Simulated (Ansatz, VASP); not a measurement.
**SiC: VASP beside Ansatz**

The input POSCAR:

```
SiC
1.0
    2.6201228660      0.0000000000      0.0000000000
    0.0000000000      2.6201228660      0.0000000000
    0.0000000000      0.0000000000      2.6201228660
Si C
1 1
Direct
    0.0000000000      0.0000000000      0.0000000000
    0.5000000000      0.5000000000      0.5000000000
```

INCAR.step1

```
PREC = Accurate
ENCUT = 520
EDIFF = 1E-5
ISMEAR = -1
SIGMA = 0.02
LREAL = False
LASPH = True
NELM = 100
ALGO = Normal
ISIF = 2
LWAVE = True
LCHARG = False
GGA = PE
NBANDS = 11
```

Contents of INCAR.step2:

```
PREC = Accurate
ENCUT = 520
EDIFF = 1E-6
ISMEAR = -1
SIGMA = 0.02
LREAL = False
LASPH = True
NELM = 100
ALGO = Normal
ISIF = 2
LWAVE = False
LCHARG = False
GGA = PE
LHFCALC = True
HFSCREEN = 0.2079
PRECFOCK = Normal
ISTART = 1
NBANDS = 11
```

Contents of KPOINTS:

```
regular mesh
0
Gamma
  4 4 4
```

Input for Ansatz:

```yaml
crystal:
  lattice:
    - [2.620122866, 0.0, 0.0]
    - [0.0, 2.620122866, 0.0]
    - [0.0, 0.0, 2.620122866]
  atoms:
    - { symbol: Si, position: [0.0, 0.0, 0.0] }
    - { symbol: C, position: [0.5, 0.5, 0.5] }
kpoints:
  mp_grid: { grid: [4, 4, 4] }
hamiltonian:
  xc: hse06
scf:
  occupations: { method: fermi_dirac, width: 0.02 }
  n_extra_bands: 4
output:
  forces: true
  stress: true
  eigenvalues: true
```

The cell was built by a generator and needn't be a form met in nature.

Alike in both runs: task single point; functional HSE06; k mesh 4 × 4 × 4; occupations fermi-dirac, width 0.02 eV; no spin polarisation.

|  | VASP | Ansatz |
| --- | --- | --- |
| version | VASP 6.6.1 | Ansatz 0.2.0 |
| potentials or method | VASP PAW PBE potentials, release 64 (Si, C) | plane waves, PAW |
| plane-wave cutoff (eV) | 520 | 420 |
| valence electrons in the cell | 8 | 8 |

```csv
,VASP,Ansatz,Ansatz less VASP
pressure (GPa),-4.7,-4.4,+0.33
```

Ansatz warned: «filled_band_counts_differ_across_k_points».

Caveats: the k mesh is coarse (spacing up to 0.60 Å⁻¹), so the values aren't converged, least of all with exact exchange; the PAW data sets were made with another functional, which shifts forces and pressure a little (VASP).
